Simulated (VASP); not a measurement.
# SiC (Moissanite 3C) (F-43m) in VASP: notebook

The runs below take SiC (Moissanite 3C) through single point, with r2SCAN, LDA.

All numbers are computed with VASP 6.6.1; they aren't measurements. Logs are shortened: lines on timing, memory, paths and dates and some standing lists are left out, and cuts for length are marked.

**What was measured.**

“Insight into the structural, elastic and electronic properties of a new orthorhombic 6O-SiC polytype”, 2020, pmc:7200658 quotes, for a bulk crystal of SiC: band gap 2.4 eV (indirect).

The results are compared with them further down.

## (1) Starting point

It takes space group F-43m (No. 216, cubic). Conventional cell: a = 4.358 Å, b = 4.358 Å, c = 4.358 Å, α = 90.00°, β = 90.00°, γ = 90.00°. Si (site symmetry -43m) has 4 C at 1.89 Å as nearest neighbours. Around C (site symmetry -43m) lie 4 Si at 1.89 Å.

## (2) Single point, r2SCAN

INCAR

```
PREC     = Accurate       # precision mode
ENCUT    = 520            # plane-wave cutoff, eV
EDIFF    = 1E-5           # SCF threshold, eV
ISMEAR   = 0              # smearing method
SIGMA    = 0.05           # smearing width, eV
LREAL    = F              # projectors in reciprocal space
LASPH    = T              # aspherical terms in the spheres
NELM     = 100            # most SCF steps
ALGO     = Normal         # electronic algorithm
ISIF     = 2              # what is computed and relaxed
LWAVE    = F              # write WAVECAR
LCHARG   = F              # write CHGCAR
METAGGA  = R2SCAN         # meta-GGA
LMIXTAU  = T            
ADDGRID  = F
```

KPOINTS

```
regular mesh
0
Gamma
  11 11 11
```

POSCAR

```
SiC
1.0
    0.0000000000      2.1790000000      2.1790000000
    2.1790000000      0.0000000000      2.1790000000
    2.1790000000      2.1790000000      0.0000000000
Si C
1 1
Direct
    0.0000000000      0.0000000000      0.0000000000
    0.7500000000      0.7500000000      0.7500000000
```

Potentials or basis: VASP PAW PBE potentials, release 64 (Si, C).

Run with:

```
$ cat potpaw_PBE.64/Si/POTCAR potpaw_PBE.64/C/POTCAR > POTCAR
$ mpirun -np 1 vasp_std > vasp.out
```

OUTCAR:

```text
PREC = Accurate
   ENCUT = 520
   EDIFF = 1E-5
   ISMEAR = 0
   LREAL = F
   LASPH = T
   NELM = 100
   ISIF = 2
   METAGGA = R2SCAN

 Found     56 irreducible k-points:

 Following reciprocal coordinates:
            Coordinates               Weight
  0.000000  0.000000  0.000000      1.000000
  0.090909  0.000000  0.000000      8.000000
  0.181818  0.000000  0.000000      8.000000
  0.272727  0.000000  0.000000      8.000000
  0.363636  0.000000  0.000000      8.000000
  0.454545  0.000000  0.000000      8.000000
   k-points           NKPTS =     56   k-points in BZ     NKDIM =     56   number of bands    NBANDS=      8
   number of dos      NEDOS =    301   number of ions     NIONS =      2
   total plane-waves  NPLWV =  13824
   dimension x,y,z NGX =    24 NGY =   24 NGZ =   24
   dimension x,y,z NGXF=    48 NGYF=   48 NGZF=   48
   ions per type =               1   1
   NGX,Y,Z   is equivalent  to a cutoff of  12.95, 12.95, 12.95 a.u.
   NGXF,Y,Z  is equivalent  to a cutoff of  25.90, 25.90, 25.90 a.u.
 SYSTEM =  unknown system
   PREC   = accura    normal or accurate (medium, high low for compatibility)
   ISTART =      0    job   : 0-new  1-cont  2-samecut
   ICHARG =      2    charge: 1-file 2-atom 10-const
   ISPIN  =      1    spin polarized calculation?
   LNONCOLLINEAR =      F non collinear calculations
   LSORBIT =      F    spin-orbit coupling
   LASPH  =      T    aspherical Exc in radial PAW
   ENCUT  =  520.0 eV  38.22 Ry    6.18 a.u.   5.73  5.73  5.73*2*pi/ulx,y,z
   NELM   =    100;   NELMIN=  2; NELMDL= -5     # of ELM steps
   EDIFF  = 0.1E-04   stopping-criterion for ELM
   LREAL  =      F    real-space projection
   EDIFFG = 0.1E-03   stopping-criterion for IOM
   NSW    =      0    number of steps for IOM
   IBRION =     -1    ionic relax: 0-MD 1-quasi-New 2-CG
   NFREE  =      0    steps in history (QN), initial steepest desc. (CG)
   ISIF   =      2    stress and relaxation
   ISYM   =      2    0-nonsym 1-usesym 2-fastsym
   POTIM  = 0.5000    time-step for ionic-motion
   TEBEG  =    0.0;   TEEND  =   0.0 temperature during run
   PSTRESS=    0.0 pullay stress
   NELECT =       8.0000    total number of electrons
   NUPDOWN=      -1.0000    fix difference up-down
   EMIN   =  10.00;   EMAX   =-10.00  energy-range for DOS
   EFERMI =   0.00;   METHOD = LEGACY
   ISMEAR =     0;   SIGMA  =   0.05  broadening in eV -4-tet -1-fermi 0-gaus
   EFERMI_NEDOS =   21; number of points for ismear=-14 and -15
   IALGO  =     38    algorithm
   IMIX   =      4    mixing-type and parameters
     AMIX     =   0.40;   BMIX     =  1.00
     AMIX_MAG =   1.60;   BMIX_MAG =  1.00
  volume/ion in A,a.u.               =      10.35        69.82
  Fermi-wavevector in a.u.,A,eV,Ry     =   1.192626  2.253736 19.352338  1.422357
  Thomas-Fermi vector in A             =   2.328660
   LORBIT       =      0    0 simple, 1 ext, 2 COOP (PROOUT), +10 PAW based schemes
   METAGGA = R2SCAN    functional components
   LHFCALC =     F    Hartree Fock is set to
   AEXX    =    0.0000 exact exchange contribution
   IVDW    =     0    specifies the selected vdW correction
   LEPSILON=     F    determine dielectric tensor
   LRPA    =     F    only Hartree local field effects (RPA)
 non-spin polarized calculation
 Gauss-broadening in eV      SIGMA  =   0.05
  energy-cutoff  :      520.00
  volume of cell :       20.69
 maximum number of plane-waves:       568
   NGX = 11   NGY = 11   NGZ = 11

 number of electron       8.0000001 magnetization

 Free energy of the ion-electron system (eV)
  ---------------------------------------------------
  ext. energy  EPLUGINS =         0.00000000
  ---------------------------------------------------
  free energy    TOTEN  =       -19.32700228 eV

  energy without entropy =      -19.32700228  energy(sigma->0) =      -19.32700228

 E-fermi :   8.1880     XC(G=0): -11.9343

 val. band max:        7.9820043861   @ k =   0.0000   0.0000   0.0000
 cond. band min:       9.8099567902   @ k =   0.4545   0.4545   0.0000
 fundamental gap:      1.8279524041
 Fermi energy:         8.1879678351

 k-point     1 :       0.0000    0.0000    0.0000
  band No.  band energies     occupation
      1      -8.1974      2.00000
      2       7.9820      2.00000
      3       7.9820      2.00000
      4       7.9820      2.00000
      5      14.8165      0.00000
      6      15.8310      0.00000
      7      15.8310      0.00000
      8      15.8310      0.00000

 k-point     2 :       0.0909    0.0000    0.0000
  band No.  band energies     occupation
      1      -8.0301      2.00000
      2       7.0975      2.00000
      3       7.8650      2.00000
      4       7.8650      2.00000
      5      15.0655      0.00000
      6      16.0498      0.00000
      7      16.0498      0.00000
      8      16.0902      0.00000

 k-point     3 :       0.1818    0.0000    0.0000
  band No.  band energies     occupation
      1      -7.5346      2.00000
      2       5.1585      2.00000
      3       7.5841      2.00000
      4       7.5841      2.00000
      5      14.8384      0.00000
      6      16.4300      0.00000
      7      16.4301      0.00000
      8      17.2646      0.00000

 k-point     4 :       0.2727    0.0000    0.0000
  band No.  band energies     occupation
      1      -6.7367      2.00000
      2       2.9651      2.00000
      3       7.2714      2.00000
      4       7.2715      2.00000
      5      14.4476      0.00000
      6      16.4104      0.00000
      7      16.4104      0.00000
      8      18.3811      0.00000

 k-point     5 :       0.3636    0.0000    0.0000
  band No.  band energies     occupation
      1      -5.7125      2.00000
      2       0.9106      2.00000
      3       7.0245      2.00000
      4       7.0245      2.00000
      5      14.1476      0.00000
      6      16.0487      0.00000
      7      16.0487      0.00000
      8      18.8743      0.00000

 k-point     6 :       0.4545    0.0000    0.0000
  band No.  band energies     occupation
      1      -4.7526      2.00000
      2      -0.5883      2.00000
      3       6.8921      2.00000
      4       6.8922      2.00000
      5      13.9935      0.00000
      6      15.7715      0.00000
      7      15.7715      0.00000
      8      18.9375      0.00000

 [... further k-points ...]

------------------------ aborting loop because EDIFF is reached ----------------------------------------

  FORCE on cell =-STRESS in cart. coord.  units (eV):
  Direction    XX          YY          ZZ          XY          YZ          ZX
  --------------------------------------------------------------------------------------
  -------------------------------------------------------------------------------------
  Total       -0.0606374     -0.0606374     -0.0606374      0.0000000      0.0000000      0.0000000
  in kB       -4.6951507     -4.6951507     -4.6951507      0.0000000      0.0000000      0.0000000
  external PRESSURE =      -4.6951507 kB  Pullay stress =       0.0000000 kB

 VOLUME and BASIS-vectors are now :
 -----------------------------------------------------------------------------
  energy-cutoff  :      520.00
  volume of cell :       20.69
      direct lattice vectors                 reciprocal lattice vectors
     0.000000000  2.179000000  2.179000000    -0.229463056  0.229463056  0.229463056
     2.179000000  0.000000000  2.179000000     0.229463056 -0.229463056  0.229463056
     2.179000000  2.179000000  0.000000000     0.229463056  0.229463056 -0.229463056

 POSITION                                       TOTAL-FORCE (eV/Angst)
 -----------------------------------------------------------------------------------
      0.00000      0.00000      0.00000         0.000000      0.000000      0.000000
      3.26850      3.26850      3.26850        -0.000000     -0.000000     -0.000000
 -----------------------------------------------------------------------------------
    total drift:                                0.000001      0.000001      0.000001

  FREE ENERGIE OF THE ION-ELECTRON SYSTEM (eV)
  ---------------------------------------------------
  free  energy   TOTEN  =       -19.3270022822 eV

  energy  without entropy=      -19.3270022822  energy(sigma->0) =      -19.32700228
```

Run time: 15 s. Hardware: 1 thread of Intel Xeon 6975P-C (Granite Rapids), shared host; peak memory 0.14 GiB.

These settings aren't checked as converged: the numbers below hold their error.

Results:

```yaml
Free_energy: -19.3270 eV
Pressure: -0.5 GPa
Band_gap_on_the_k_mesh: 1.83 eV, indirect (least direct gap 5.12 eV)
```

Caveat: the PAW data sets were made with another functional, which shifts forces and pressure a little; an odd mesh through Γ misses points on the zone boundary, where band edges often lie.

## (3) Single point, r2SCAN

Edit INCAR of step 2 so:

```diff
@@ -1,4 +1,4 @@
 PREC     = Accurate       # precision mode
-ENCUT    = 520            # plane-wave cutoff, eV
-EDIFF    = 1E-5           # SCF threshold, eV
+ENCUT    = 460            # plane-wave cutoff, eV
+EDIFF    = 1E-7           # SCF threshold, eV
 ISMEAR   = 0              # smearing method
```

KPOINTS

```
regular mesh
0
Gamma
  13 13 13
```

POSCAR is that of step 2.

Potentials or basis: VASP PAW PBE potentials, release 64 (Si, C).

Run with:

```
$ cat potpaw_PBE.64/Si/POTCAR potpaw_PBE.64/C/POTCAR > POTCAR
$ mpirun -np 1 vasp_std > vasp.out
```

It took 25 s on 1 thread of Intel Xeon 6975P-C (Granite Rapids), shared host; peak memory 0.14 GiB.

These settings aren't checked as converged: the numbers below hold their error.

Results:

| Property | Result |
| --- | --- |
| Free energy | -19.3294 eV |
| Pressure | -0.5 GPa |
| Band gap on the k mesh | 1.80 eV, indirect (least direct gap 5.10 eV) |

Caveat: the cutoff is under 1.25 times the usual one of these potentials, so pressure, stress and relaxed cells hold a basis-set (Pulay) error; the PAW data sets were made with another functional, which shifts forces and pressure a little; an odd mesh through Γ misses points on the zone boundary, where band edges often lie.

(Continued in part 2 of 2.)
